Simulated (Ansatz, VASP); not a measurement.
## P in VASP and in Ansatz

```
P
1.0
     1.65500   -5.25000    0.00000
     1.65500    5.25000    0.00000
     0.00000    0.00000    4.38000
P
4
Cartesian
  1.6550 4.2210 3.9858
  1.6550 -1.0290 2.5842
  1.6550 -4.2210 0.3942
  1.6550 1.0290 1.7958
```

Alike in both runs: task relaxation of cell and atoms; functional PBEsol; k mesh 6 × 6 × 4; occupations gaussian, width 0.1 eV; no spin polarisation.

```csv
,VASP,Ansatz
version,VASP 6.6.1,Ansatz 0.2.0
potentials or method,"VASP PAW PBE potentials, release 64 (P)","scalar-relativistic, plane waves, PAW"
plane-wave cutoff (eV),600,420
valence electrons in the cell,20,20
```

```csv
,VASP,Ansatz,Ansatz less VASP
"gap on the k mesh at the Fermi level, each at its own relaxed structure (eV)",none,none,-
relaxed volume (Å³/atom),17.73,17.60,-0.125
relaxed cell length with the largest relative difference (Å),5.407,5.371,-0.0359
energy change over the relaxation (meV/atom),-34,-37,-3.1
```

A gap of «none» marks a metal or a gap that the smearing closes.

Caveats: the PAW data sets were made with another functional, which shifts forces and pressure a little (VASP).
